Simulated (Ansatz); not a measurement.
Input and command of a calculation in Ansatz (plane waves; scalar-relativistic PAW potentials unless the input names others):

```yaml
crystal:
  lattice:
    - [3.5518462845, 0.0, 0.0]
    - [-1.7759231422, 3.0759891127, 0.0]
    - [0.0, 0.0, 5.75271246]
  atoms:
    - { symbol: Sn, position: [0.0, 0.0, 0.0] }
    - { symbol: S, position: [0.6666666667, 0.3333333333, 0.2505245555] }
    - { symbol: S, position: [0.3333333333, 0.6666666667, 0.7494754445] }
kpoints:
  mp_grid: { grid: [9, 9, 6] }
hamiltonian:
  xc: pbesol
scf:
  occupations: { method: gaussian, width: 0.001 }
  lower_state_search: standard
output:
  forces: true
  eigenvalues: true
  stress: true
```

```bash
ansatz run input.yaml --threads 1 --pin off --max-ram 1331MiB --backend cpu --events-out ev --progress --plain --runs-dir out
```

Abridged log:
```
Pseudopotentials: kind: paw
Pseudopotential: Sn, paw, valence charge 14, recommended cutoff 420 eV (normal)
Pseudopotential: S, paw, valence charge 6, recommended cutoff 420 eV (normal)
Functional definition: PBEsol
Crystal: 3 atoms, lattice volume = 62.851 Å³
Basis set: ecut = 420 eV, 1237 PW (Γ), exchange–correlation on 48×48×80 points (8 copies of the dense FFT grid, shifted against one another)
Bands: 17, of which v1, the nominal top of the filled ones, is band 13 counted from 1 (12 counted from 0)
Symmetry: 12 space group operations
Space group: P-3m1 (ITA 164), of the structure as read, at distance tolerance 4.0e-5 Å
k-points: 62 of 486
Initial density: superposition of atomic densities (neutral atoms: chi_scale 0, normalization atom), corrected by the library's trained network
Initial wavefunctions: pseudopotential atomic-orbital guess
Functional: x = pbesol(κ = 0.804, μ = 0.12345679), c = pbesol(β = 0.046)
SCF iter   1: F=—  HF=-7720.719163 eV  |F-HF|=—  |Δ(HF+E_count)|=         —  Δρ=5.11e-3  dr2=2.77e-2  ethr=1.77e-3  ⟨swp⟩=6.5  Hψ=6327  notcnv=0
SCF iter   2: F=—  HF=-7720.710044 eV  |F-HF|=—  |Δ(HF+E_count)|=   9.12e-3  Δρ=2.14e-3  dr2=3.04e-3  ethr=1.07e-4  ⟨swp⟩=2.8  Hψ=1990  notcnv=0
SCF iter   3: F=—  HF=-7720.709269 eV  |F-HF|=—  |Δ(HF+E_count)|=   7.75e-4  Δρ=5.33e-4  dr2=1.38e-4  ethr=1.17e-5  ⟨swp⟩=2.1  Hψ=2116  notcnv=0
SCF iter   4: F=—  HF=-7720.709275 eV  |F-HF|=—  |Δ(HF+E_count)|=   6.18e-6  Δρ=2.39e-4  dr2=2.81e-5  ethr=5.32e-7  ⟨swp⟩=3.0  Hψ=2101  notcnv=0
SCF iter   5: F=—  HF=-7720.709327 eV  |F-HF|=—  |Δ(HF+E_count)|=   5.21e-5  Δρ=3.31e-5  dr2=6.57e-7  ethr=1.08e-7  ⟨swp⟩=2.5  Hψ=1786  notcnv=0
SCF iter   6: F=-7720.709327 eV  HF=-7720.709327 eV  |F-HF|=4.27e-8  |Δ(HF+E_count)|=   4.01e-7  Δρ=6.31e-6  dr2=2.24e-8  ethr=3.85e-10  ⟨swp⟩=6.0  Hψ=5375  notcnv=0
SCF 1 converged in 6 iterations: F = -7720.709327 eV  dr2 = 2.24e-8
SCF converged after 6 iterations
Free energy (F): -7720.709327 eV
Harris-Foulkes:  -7720.709327 eV  (|F-HF|=4.27e-8)
Internal energy: -7720.709327 eV  (E = F + TS)
E sigma→0 (E₀):  -7720.709327 eV
Fermi energy:    8.226037 eV
--- Forces (eV/Å), atoms counted from 1 ---
  atom   1  Sn     0.00000000     0.00000000     0.00000000
  atom   2  S      0.00000000     0.00000000     0.78873059
  atom   3  S      0.00000000     0.00000000    -0.78873059
--- Stress (GPa, compression-positive) ---
        8.203118       0.000000       0.000000
        0.000000       8.203118       0.000000
        0.000000       0.000000       7.244953
  P = ⅓ Tr σ = 7.8837 GPa (78.837 kbar)
```

Apart from outputs and empty bands, the input differs from a reference run on usual settings in scf.occupations.width: 0.02 → 0.001; scf.lower_state_search: not typed → "standard"; basis.ecutwfc: 420 → not typed. The reference, at the same geometry (not necessarily relaxed), gave pressure 7.88 GPa, largest force 0.789 eV/Å, gap on the mesh 1.45 eV. This run converged in 6 SCF iterations (reference: 6) with an energy at zero smearing within 0.01 meV/atom of the reference's, pressure 7.88 GPa, largest force 0.789 eV/Å, gap on the mesh 1.45 eV.